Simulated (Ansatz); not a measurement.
Structure search for Ta₅C

Method: DFT PBE, scalar-relativistic, plane waves, PAW (Ansatz). All cells share a 420 eV cutoff and Γ-centred k meshes spaced at most about 0.3 Å⁻¹ (about 0.25 or finer for metals, 2π included). No spin polarisation.

Energies over the elements count from the elements' standard structures at the same level, with no fitted energy shifts.

These are static total energies at zero pressure. The comparison covers the computed candidates alone. Spin–orbit coupling, which can matter for Ta, is left out. The reference form of C is held partly by dispersion forces, which this level lacks.

Invented guesses were relaxed alike, and ends that match in structure were merged. ΔE counts from the first row. Coordination counts Ta atoms around C (those within 1.25 times the shortest such distance or 1.15 times the sum of covalent radii, 1.27 where that leaves under three; a plus sign parts nearer from farther groups; the shortest distance is added where it exceeds 1.18 times the sum of covalent radii). The ends were matched against large subsets of the Crystallography Open Database and the Materials Project, so a missing match doesn't prove that a structure is unreported.

```tsv
#	reached from	type and space group	atoms	Å³/atom	coordination	ΔE (meV/atom)	gap on mesh (eV)	in databases
1	TmMg5 type (P3m1), changed on relaxing	P-6m2 (No. 187)	6	16.5	C 6	0	0.00	no match
2	random cell	P4/mmm (No. 123)	6	18.2	C 8	676	0.00	no match
3	Be5Pd type (F-43m)	F-43m (No. 216)	6	18.4	C 16 from 3.2 Å	1330	0.00	no match
4	SrAg5 type (P6/mmm)	P6/mmm (No. 191)	6	19.9	C 6+12 from 3.0 Å	1667	0.00	no match
```

The lowest: Space group P-6m2 (No. 187), hexagonal, a = 2.951 Å, c = 13.113 Å. Ta on a site of symmetry 3m is surrounded by 3 C at 2.23 Å and 10 Ta at 2.88–3.09 Å; Ta on a second site of symmetry 3m has 12 Ta at 2.95–3.09 Å; Ta on a site of symmetry -6m2 is surrounded by 12 Ta at 2.95–3.06 Å; C is surrounded by 6 Ta at 2.23 Å. Its energy over the elements is +0.11 eV/atom. It can't be a ground state, since the elements alone are lower. An observed structure of this formula, if there is one, may be missing.

```xyz
6
Lattice="2.9508 0.0000 0.0000 -1.4754 2.5554 0.0000 0.0000 0.0000 13.1134" Properties=species:S:1:pos:R:3 pbc="T T T"
Ta    0.0000    1.7036    7.9960
Ta    0.0000    0.0000   10.5692
Ta    0.0000    1.7036    0.0000
Ta    0.0000    0.0000    2.5441
Ta    0.0000    1.7036    5.1174
C     0.0000    0.0000    6.5567
```

The second: Space group P4/mmm (No. 123), tetragonal, a = 3.818 Å, c = 7.489 Å. Around Ta on a site of symmetry 4/mmm lie 8 Ta at 2.99 Å, 2 C at 3.74 Å and 4 Ta at 3.82 Å; around Ta on a site of symmetry 2mm lie 2 C at 2.40 Å, 4 Ta at 2.70 Å and 3 Ta at 2.90–2.99 Å; C has 8 Ta at 2.40 Å and 2 Ta at 3.74 Å. Counting Ta atoms around C, the first has C 6 and the second has C 8. Cells relaxed within their symmetry can be saddle points. Some candidate types were left out of the draw beforehand, so a known form may be missing.
